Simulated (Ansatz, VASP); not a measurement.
## Two plane-wave programs on Re

```
Re
1.0
     1.46264   -4.80802    0.00000
     1.46264    4.80802    0.00000
     0.00000    0.00000    4.43069
Re
4
Direct
  0.13976 0.86024 0.00000
  0.63976 0.36024 0.50000
  0.86024 0.13976 0.00000
  0.36024 0.63976 0.50000
```

Alike in both runs: functional PBEsol; k mesh 6 × 6 × 4; occupations gaussian, width 0.1 eV; no spin polarisation.

Ansatz relaxed the structure, and its values are those at the end. VASP's run is a single point on that final structure, the one shown.

|  | VASP | Ansatz |
| --- | --- | --- |
| version | VASP 6.6.1 | Ansatz 0.2.0 |
| potentials or method | VASP PAW PBE potentials, release 64 (Re) | scalar-relativistic, plane waves, PAW |
| plane-wave cutoff (eV) | 520 | 420 |
| valence electrons in the cell | 28 | 60 |

|  | VASP | Ansatz | Ansatz less VASP |
| --- | --- | --- | --- |
| gap on the k mesh at the Fermi level (eV) | none | none | - |
| pressure (GPa) | -0.1 | 0.0 | +0.17 |
| rms of the force components (eV/Å) | 0.010 | 0.003 | -0.0064 |

A gap of «none» marks a metal or a gap that the smearing closes. With one functional, cell and mesh, what is left measures potentials, basis and numerics. The two sets of potentials don't hold the same shells in valence.

Caveats: the k mesh is coarse (spacing up to 0.37 Å⁻¹), so the values aren't converged; the PAW data sets were made with another functional, which shifts forces and pressure a little (VASP). Spin-orbit coupling is left out, which matters for the levels of Re.
